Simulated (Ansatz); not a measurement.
# AlN (P6_3mc):Pt_Al, thermodynamic levels from a 72-atom cell

Aim: at which Fermi levels does Pt_Al in AlN (P6_3mc) change its charge? The model is a cell of 72 host atoms with 1 Al taken out and 1 Pt put in.

Method: place-levels on r2SCAN runs: charge-transition levels and formation energies with image-charge correction and potential alignment at the atomic sites; PAW set soft_1, in Ansatz 0.2.0.

**1. Starting point**

The cell holds 72 atoms: 35 Al, 36 N and 1 Pt. Its edges and angles: a = 9.320 Å, b = 9.320 Å, c = 9.956 Å, α = 90.0°, β = 90.0°, γ = 120.0°. It derives from AlN (space group P6_3mc). Nearest the centre at fractional (0.444, 0.556, 0.500): Pt34 at 0.00 Å, N11 at 1.89 Å, N43 at 1.89 Å, N35 at 1.89 Å, N40 at 1.90 Å, Al9 at 3.07 Å, Al13 at 3.07 Å, Al41 at 3.07 Å.

Coordinates:

```xyz
72
Lattice="9.3196 0.0000 0.0000 -4.6598 8.0710 0.0000 0.0000 0.0000 9.9565" Properties=species:S:1:pos:R:3 pbc="T T T"
Al    1.5533    0.8968    2.4852
Al    0.0000    1.7936    4.9743
N     1.5533    0.8968    4.3848
N     0.0000    1.7936    1.8957
Al    1.5533    0.8968    7.4634
Al    0.0000    1.7936    9.9525
N     1.5533    0.8968    9.3631
N     0.0000    1.7936    6.8739
Al    0.0000    3.5871    2.4852
Al   -1.5533    4.4839    4.9743
N     0.0000    3.5871    4.3848
N    -1.5533    4.4839    1.8957
Al    0.0000    3.5871    7.4634
Al   -1.5533    4.4839    9.9525
N     0.0000    3.5871    9.3631
N    -1.5533    4.4839    6.8739
Al   -1.5533    6.2774    2.4852
Al   -3.1065    7.1742    4.9743
N    -1.5533    6.2774    4.3848
N    -3.1065    7.1742    1.8957
Al   -1.5533    6.2774    7.4634
Al   -3.1065    7.1742    9.9525
N    -1.5533    6.2774    9.3631
N    -3.1065    7.1742    6.8739
Al    4.6598    0.8968    2.4852
Al    3.1065    1.7936    4.9743
N     4.6598    0.8968    4.3848
N     3.1065    1.7936    1.8957
Al    4.6598    0.8968    7.4634
Al    3.1065    1.7936    9.9525
N     4.6598    0.8968    9.3631
N     3.1065    1.7936    6.8739
Al    3.1065    3.5871    2.4852
Pt    1.5533    4.4839    4.9743
N     3.1065    3.5871    4.3848
N     1.5533    4.4839    1.8957
Al    3.1065    3.5871    7.4634
Al    1.5533    4.4839    9.9525
N     3.1065    3.5871    9.3631
N     1.5533    4.4839    6.8739
Al    1.5533    6.2774    2.4852
Al    0.0000    7.1742    4.9743
N     1.5533    6.2774    4.3848
N     0.0000    7.1742    1.8957
Al    1.5533    6.2774    7.4634
Al    0.0000    7.1742    9.9525
N     1.5533    6.2774    9.3631
N     0.0000    7.1742    6.8739
Al    7.7663    0.8968    2.4852
Al    6.2130    1.7936    4.9743
N     7.7663    0.8968    4.3848
N     6.2130    1.7936    1.8957
Al    7.7663    0.8968    7.4634
Al    6.2130    1.7936    9.9525
N     7.7663    0.8968    9.3631
N     6.2130    1.7936    6.8739
Al    6.2130    3.5871    2.4852
Al    4.6598    4.4839    4.9743
N     6.2130    3.5871    4.3848
N     4.6598    4.4839    1.8957
Al    6.2130    3.5871    7.4634
Al    4.6598    4.4839    9.9525
N     6.2130    3.5871    9.3631
N     4.6598    4.4839    6.8739
Al    4.6598    6.2774    2.4852
Al    3.1065    7.1742    4.9743
N     4.6598    6.2774    4.3848
N     3.1065    7.1742    1.8957
Al    4.6598    6.2774    7.4634
Al    3.1065    7.1742    9.9525
N     4.6598    6.2774    9.3631
N     3.1065    7.1742    6.8739
```

Screening for the image-charge correction: ε∞ = (4.49, 4.49, 4.72), ε0 = (8.15, 8.15, 9.65), computed on the host (DFPT, PBEsol, on the r2SCAN cell), and a cell off the functional's own equilibrium shifts the ionic part.

The cell's shortest repeat is 9.3 Å.

**2. Charge states**

A transition level is the Fermi level at which two charge states cost the same, so each charge needs its own total energy, at its own relaxed structure.

Each atom starts 0.05 Å or so off its site in a random direction: a symmetric start keeps its symmetry, and would miss off-centre moves and Jahn–Teller distortions. Forces are taken at one point at (¼, ¼, ¼). The cell holds 1 electron more than the neutral one, with a uniform background that keeps it neutral on the whole.

The sampling was tested on the host first: at the k-points planned (1x1x1 shifted 0.25 0.25 0.25) its energy lies -0.014 eV an atom from the dense-mesh value, under the bound of 0.02 eV set for this test; that bounds the host's error, not the defect's.

One of the inputs; charge, spin and start change from state to state.

qm1.relax/input.yaml reads:

```yaml
crystal:
  lattice:
    - [3.10652185, 3.0e-08, 0.0]
    - [-1.55326095, 2.69032682, 0.0]
    - [0.0, 0.0, 4.97823886]
  atoms:
    - { symbol: Al, position: [0.66666667, 0.33333333, 0.49920333] }
    - { symbol: Al, position: [0.33333333, 0.66666667, 0.99920333] }
    - { symbol: "N", position: [0.66666667, 0.33333333, 0.88079667] }
    - { symbol: "N", position: [0.33333333, 0.66666667, 0.38079667] }
  supercell: [3, 3, 2]
  defects: [{ substitution: { at: 33, symbol: Pt } }]
total_charge: -1
basis:
  ecutwfc: 500
  xc_grid: 2
hamiltonian:
  xc: r2scan
  pseudopotentials: { kind: paw, azcp: { folder: soft_1 } }
kpoints:
  mp_grid: { grid: [1, 1, 1], shift: [0.25, 0.25, 0.25] }
scf:
  occupations: { method: fixed }
  max_iter: 100
output:
  forces: true
  charged_corrections: { epsilon: [4.49, 4.49, 4.72], static_epsilon: [8.15, 8.15, 9.65] }
relax:
  f_tol: 0.02
  max_steps: 80
  random_displacement: { amplitude: 0.05, seed: 7477 }
checkpoint:
  write: "../qm1.relax.run"
  compress: false
  write_wavefunctions: true
  write_every: 100000
```

Command:

```console
ansatz run input.yaml --threads 4 --pin off --max-ram 7536MiB --backend cpu --events-out ev --progress --plain --runs-dir out
```

The relaxed structure is kept and the sampling changed to a 2×2×2 shifted mesh.

The run of this state that the levels use, under r2SCAN:

qm1.point/input.yaml reads:

```yaml
crystal:
  checkpoint: "../qm1.relax.run"
  host: checkpoint
total_charge: -1
basis:
  ecutwfc: 500
  xc_grid: 2
hamiltonian:
  xc: r2scan
  pseudopotentials: { kind: paw, azcp: { folder: soft_1 } }
kpoints:
  mp_grid: { grid: [2, 2, 2], shift: [0.5, 0.5, 0.5] }
scf:
  occupations: { method: fermi_dirac, width: 0.01 }
  max_iter: 100
output:
  forces: true
  eigenvalues: true
  charged_corrections:
    epsilon: [4.49, 4.49, 4.72]
    static_epsilon: [8.15, 8.15, 9.65]
    defect_position: [0.444444, 0.555556, 0.499602]
  eigenstates: { localisation: true }
  populations: true
  band_densities: [{ bands: [v1, v1] }, { bands: [c1, c1] }]
  write_density: true
  write_potential: true
  volumetric_format: npy
checkpoint:
  read: "../qm1.relax.run"
  write: "../qm1.point.run"
  compress: false
  write_wavefunctions: false
  write_every: 100000
```

Relaxations under r2SCAN at one point at (¼, ¼, ¼); times on 4 threads of Arm Neoverse V1, shared host:

| charge | moment (μB) | occupations | outcome | steps | largest displacement against the far atoms (Å) | time |
| --- | --- | --- | --- | --- | --- | --- |
| −1 | 0 | fixed | converged | 15 | 0.47 | 3.6 min |
| 0 | 1 | fixed | converged | 7 | 0.22 | 3.8 min |
| +1 | 0 | fixed | converged | 9 | 0.31 | 2.2 min |
| +1 | 2 | fixed | converged | 6 | 0.20 | 3.2 min |
| −1 | 2 | fixed | converged | 8 | 0.32 | 4.5 min |

Single points under r2SCAN at a 2×2×2 shifted mesh; times on 4 threads of Arm Neoverse V1, shared host:

```
charge  moment (μB)  occupations    outcome     time
    −1            0  fermi-dirac  converged     87 s
     0            1  fermi-dirac  converged  3.8 min
    +1            0  fermi-dirac  converged     89 s
    +1            2  fermi-dirac  converged  3.3 min
    −1            2  fermi-dirac  converged  3.7 min
```

Distances (Å) from Pt34 to the nearest atoms after relaxation with r2SCAN:

```csv
charge,moment (μB),1.,2.,3.,4.,5.,6.
−1,0,N 1.98,N 2.07,N 2.08,N 2.51,Al 2.63,Al 2.80
−1,2,N 2.12,N 2.14,N 2.17,N 2.18,Al 2.99,Al 3.01
0,1,N 2.06,N 2.10,N 2.10,N 2.12,Al 3.06,Al 3.09
+1,0,N 1.99,N 2.04,N 2.06,N 2.08,N 2.74,Al 2.89
+1,2,N 2.03,N 2.04,N 2.05,N 2.05,N 2.88,Al 3.03
```

**3. place-levels, r2SCAN**

A charged cell interacts with its images and the background, and its potential has another zero than the host's. place-levels removes the first by a point-charge model, screened by the static dielectric constant since the ions have relaxed around the charge, and the second by comparing potentials at atoms far from the defect.

The host is a run of the defect-free crystal in the same cutoffs, grids and k-points, so that basis and sampling errors cancel in part in the differences. The host is run in a cell of 8 atoms on a matching mesh. Its band edges are searched through the zone by a band path, so the gap is smaller than, or equal to, that on the mesh. Chemical potentials are energies per atom of Al (fcc) and Pt (fcc), run with the same functional and cutoff.

levels.point.yaml reads:

```yaml
host:
  run: host.point.run
states: [qm1.point.run, q0_M1.point.run, qp1.point.run, qp1_M2.point.run, qm1_M2.point.run]
geometry_from:
  qm1.point.run: qm1.relax.run
  q0_M1.point.run: q0_M1.relax.run
  qp1.point.run: qp1.relax.run
  qp1_M2.point.run: qp1_M2.relax.run
  qm1_M2.point.run: qm1_M2.relax.run
  host.point.run: host.relax.run
chemical_potentials:
  Al:
    energy: -540.418346
    dataset: <sha256 of the dataset>
  Pt:
    energy: -12538.255568
    dataset: "<sha256 of the dataset>"
epsilon: [4.49, 4.49, 4.72]
static_epsilon: [8.15, 8.15, 9.65]
vertical:
  - { from: qm1.point.run, to: qm1.point_neutral.run }
  - { from: qp1.point.run, to: qp1.point_neutral.run }
  - { from: qp1_M2.point.run, to: qp1_M2.point_neutral.run }
  - { from: qm1_M2.point.run, to: qm1_M2.point_neutral.run }
```

Command:

```console
ansatz place-levels levels.point.yaml -- --threads 4 --pin off --max-ram 7536MiB
```

Numbers of over 12 decimals in the logs are rounded to 6 here.

The log of the run:

```text
[... repeated set-up lines and file paths are left out, and long positions are rounded to six places ...]
(+1/0) 1.378 eV above the valence edge, 3.499 eV under the conduction edge
(0/-1) 2.254 eV above the valence edge, 2.624 eV under the conduction edge
formation energy of charge +1: +6.741 eV with the Fermi level at the valence edge
formation energy of charge 0: +8.120 eV with the Fermi level at the valence edge
formation energy of charge -1: +10.374 eV with the Fermi level at the valence edge
vertical -1 to 0: no energy, since no alignment is typed
  the change from vertical[0].from (qm1.point.run) to vertical[0].to (qm1.point_neutral.run): by its potential at epsilon [4.49, 4.49, 4.72] it stands at 0.454 0.584 0.473, with an rms radius of about 2.6 Å (1.3 2.3 0.3 Å across the planes of the cell's [...]
vertical +1 to 0: no energy, since no alignment is typed
  the change from vertical[1].from (qp1.point.run) to vertical[1].to (qp1.point_neutral.run): by its potential at epsilon [4.49, 4.49, 4.72] it stands at 0.474 0.535 0.458, with an rms radius of about 1.7 Å (1.2 1.1 0.5 Å across the planes of the cell's [...]
vertical +1 to 0: no energy, since no alignment is typed
  the change from vertical[2].from (qp1_M2.point.run) to vertical[2].to (qp1_M2.point_neutral.run): by its potential at epsilon [4.49, 4.49, 4.72] it stands at 0.462 0.525 0.475, with an rms radius of about 1.8 Å (0.9 1.0 1.1 Å across the planes of the cell's [...]
vertical -1 to 0: no energy, since no alignment is typed
  the change from vertical[3].from (qm1_M2.point.run) to vertical[3].to (qm1_M2.point_neutral.run): by its potential at epsilon [4.49, 4.49, 4.72] it stands at 0.475 0.527 0.483, with an rms radius of about 2.0 Å (1.3 1.3 0.7 Å across the planes of the cell's [...]
  edges by r2scan, gap 4.878 eV; the host is sampled to repeats of 18.64 Å
  the defect's cells are sampled to repeats of 18.64 Å, like sampling
  charge +1: -45423.5258 eV with its correction of +0.579 eV, at epsilon [8.15, 8.15, 9.65], aligned at sites: +0.3159 eV, mean over 33 atomic sites at or beyond 4.66 Å from the host's site at [0.4444, 0.5556, 0.4997] by the defect at [0.4444, 0.5556, [...]
  charge 0: +0.000 eV for its dipole among its images, +0.000 omitted
  charge -1: -45406.0571 eV with its correction of -0.071 eV, at epsilon [8.15, 8.15, 9.65], aligned at sites: +0.3336 eV, mean over 33 atomic sites at or beyond 4.66 Å from the host's site at [0.4444, 0.5556, 0.4997] by the defect at [0.4444, 0.5556, [...]
  charge +1: states[2] (qp1.point.run) stands 0.295 eV higher, with a moment of 0.00 μB against 2.00
  charge -1: states[0] (qm1.point.run) stands 0.234 eV higher, with a moment of 0.00 μB against 2.00
  of states[3] (qp1_M2.point.run): its displacements don't fall off away from the defect: farther atoms stand 0.011 Å off the host's places. [...]
  of states[1] (q0_M1.point.run): stability_check_not_made
  of states[4] (qm1_M2.point.run): stability_check_not_made
  of states[0] (qm1.point.run): it parts from the run at its places by a charge that spreads by about 2.3 Å along one vector (1.4 Å or more is wide), by its potential at epsilon [4.49, 4.49, 4.72], taken for that of held ions (one typed too small widens it), [...]
  of vertical[0].from (qm1.point.run): it parts from the run at its places by a charge that spreads by about 2.3 Å along one vector (1.4 Å or more is wide), by its potential at epsilon [4.49, 4.49, 4.72], taken for that of held ions (one typed too small [...]
  of vertical[0].to (qm1.point_neutral.run): stability_check_not_made
  of vertical[1].to (qp1.point_neutral.run): stability_check_not_made
  of vertical[2].from (qp1_M2.point.run): its displacements don't fall off away from the defect: farther atoms stand 0.011 Å off the host's places. [...]
  of vertical[2].to (qp1_M2.point_neutral.run): its displacements don't fall off away from the defect: farther atoms stand 0.011 Å off the host's places. [...]
  of vertical[3].from (qm1_M2.point.run): stability_check_not_made
  of vertical[3].to (qm1_M2.point_neutral.run): it set out from the moments of a save, which an earlier run chose (saved_moments_taken); seeded_moment_not_kept; stability_check_not_made
```

The job ended after 0.64 s (4 threads of Arm Neoverse V1, shared host).

Levels between the charges placed, in eV above the valence top:

```csv
,gap (eV),(+1/0),(0/−1)
r2SCAN,4.88,1.38,2.25
```

Corrections by state:

```csv
charge,moment (μB),image terms and alignment (eV),band filling (eV),ε used,"over the lowest of its charge, as the program ranks them, band filling apart (eV)"
+1,2.0,0.579,-,"principal values (8.15, 8.15, 9.65)",0.000
0,1.0,0.000,-,-,0.000
−1,2.0,-0.071,-,"principal values (8.15, 8.15, 9.65)",0.000
+1,0.0,0.573,-,"principal values (8.15, 8.15, 9.65)",0.295
−1,0.0,-0.080,-,"principal values (8.15, 8.15, 9.65)",0.234
```

The charged structures listed were also run neutral, and place-levels reads from each pair, by the potential or the spins, how wide the charge is by which they differ; that can be the carrier of either run.

```
charge  rms radius (Å)  spread where it is widest against the cell (Å)  wide from (Å)  reading
    +1             1.8                                            1.04           1.40   narrow
    −1             2.0                                            1.33           1.40   narrow
```

The neutral runs of these pairs need not share the spin of the lowest neutral state, and very wide values only mean spread over the cell.

From the program's caveats on the states, each cut to its opening words:

- charge +1 (2 μB): its displacements don't fall off away from the defect: farther atoms stand 0.011 Å off the host's places
- charge +1 (2 μB), 0 (1 μB), −1 (2 μB): flagged: stability check not made
- charge −1: it parts from the run at its places by a charge that spreads by about 2.3 Å along one vector (1.4 Å or more is wide), by its potential at epsilon [4.49, 4.49, [...]

The host's formation energy from the elements is -1.627 eV per atom; it sets how far the chemical potentials can move.

Limit set by the element alone; other compounds of these elements are not counted. Chemical potentials from the elements' reference states: Al 0.00 eV, N -3.25 eV, Pt 0.00 eV. Formation energy by charge state (Al-rich; gap 4.88 eV):

| charge | at valence top (eV) | at conduction bottom (eV) | correction included (eV) |
| --- | --- | --- | --- |
| +1 | 6.74 | 11.62 | 0.58 |
| 0 | 8.12 | 8.12 | 0.00 |
| −1 | 10.37 | 5.50 | -0.07 |

Fermi level (eV), lowest formation energy (eV) and a bar from the least value:
```
     0.00       6.74 ##############
     0.44       7.18 ###################
     0.89       7.63 ########################
     1.33       8.07 #############################
     1.77       8.12 ##############################
     2.22       8.12 ##############################
     2.66       7.71 #########################
     3.11       7.27 ####################
     3.55       6.83 ###############
     3.99       6.38 ##########
     4.43       5.94 #####
     4.88       5.50
```

Limit set by the element alone; other compounds of these elements are not counted. Chemical potentials from the elements' reference states: N 0.00 eV, Al -3.25 eV, Pt 0.00 eV. Formation energies (N-rich), with the Fermi level at the valence top and at the conduction bottom (gap 4.88 eV):

```
charge  at valence top (eV)  at conduction bottom (eV)  correction included (eV)
    +1                 3.49                       8.37                      0.58
     0                 4.87                       4.87                      0.00
    −1                 7.12                       2.24                     -0.07
```

Fermi level (eV), lowest formation energy (eV) and a bar from the least value:
```
     0.00       3.49 ##############
     0.44       3.93 ###################
     0.89       4.37 ########################
     1.33       4.82 #############################
     1.77       4.87 ##############################
     2.22       4.87 ##############################
     2.66       4.46 #########################
     3.11       4.01 ####################
     3.55       3.57 ###############
     3.99       3.13 ##########
     4.43       2.69 #####
     4.88       2.24
```

**4. The same at the relaxations' own k-points**

The relaxations' own energies give the levels at their sampling, for comparison.

levels.relax_mesh.yaml reads:

```yaml
host:
  run: host.relax.run
states: [qm1.relax.run, q0_M1.relax.run, qp1.relax.run, qp1_M2.relax.run, qm1_M2.relax.run]
chemical_potentials:
  Al:
    energy: -540.418346
    dataset: <sha256 of the dataset>
  Pt:
    energy: -12538.255568
    dataset: "<sha256 of the dataset>"
```

Command:

```console
ansatz place-levels levels.relax_mesh.yaml -- --threads 4 --pin off --max-ram 7536MiB
```

The log of the run:

```text
(+1/0) 1.369 eV above the valence edge, 3.517 eV under the conduction edge
(0/-1) 2.163 eV above the valence edge, 2.723 eV under the conduction edge
formation energy of charge +1: +6.847 eV with the Fermi level at the valence edge
formation energy of charge 0: +8.216 eV with the Fermi level at the valence edge
formation energy of charge -1: +10.379 eV with the Fermi level at the valence edge
  edges by r2scan, gap 4.886 eV; the host is sampled to repeats of 13.64 Å
[... the lines on each state left out ...]
```

Elapsed: 0.18 s, on 4 threads.

Levels between neighbouring charges, in eV above the valence top:

```
                        gap (eV)  (+1/0)  (0/−1)
one point at (¼, ¼, ¼)      4.89    1.37    2.16
  a 2×2×2 shifted mesh      4.88    1.38    2.25
```

Going from one point at (¼, ¼, ¼) to a 2×2×2 shifted mesh moves the levels that carry no band-filling term by up to 0.09 eV and formation energies against the elements by up to 0.11 eV.

**5. Outcome**

* gap of the host: 4.88 eV (r2SCAN)
* level (plus 1/0): 1.38 eV above the valence top
* level (0/minus 1): 2.25 eV above the valence top
* lowest of the charges placed, just above the valence top (0.02 eV): +1
* lowest of the charges placed, just below the conduction bottom (0.02 eV): −1
* lowest formation energy at mid-gap of the charges run, Al-rich: 7.93 eV
* lowest formation energy at mid-gap of the charges run, N-rich: 4.68 eV

In words: Of the charges placed (−1, 0 and +1), the lowest changes at 1.38 eV (+1/0) and 2.25 eV (0/−1) above the valence top, in a gap of 4.88 eV. Charges above +1 and below −1 were not placed, so these runs say nothing of levels that involve them. States placed: +1 at 2 μB and 0 μB; 0 at 1 μB; −1 at 2 μB and 0 μB. Other spin states or structures, where not listed, weren't placed. Pt is taken at its element; compounds, which aren't counted here, bound the chemical potentials and would shift these formation energies. Going from one point at (¼, ¼, ¼) to a 2×2×2 shifted mesh moves the levels that carry no band-filling term by up to 0.09 eV and formation energies against the elements by up to 0.11 eV. Keep in mind: r2SCAN makes the gap too small and tends to spread out bound carriers; where a gas molecule sets a chemical potential or the host's formation energy, its binding is uncorrected; spin–orbit coupling, which can matter with heavy atoms, is left out; force components of up to 0.53 eV/Å remain in a run at the final settings.

[Logs are printed without paths, hosts, clocks, repeated set-up lines and the standing remarks that a program may print on its own settings, such as how far it seeks lower states.]

[Hosts, paths, dates, database ids (printed as entryN), source tags and the programs' standing remarks are cut or masked in the printed files.]

[Where a table of states has a column of steps, it counts the stored structures, which are thinned; the runs took as many ionic steps or more.]

[A defect's name tells the site on which it was built; relaxed atoms can leave that site.]

[For some hosts the program warned that the k-mesh of the response run may be too coarse for force constants and the static dielectric constant; such warnings are not shown here.]
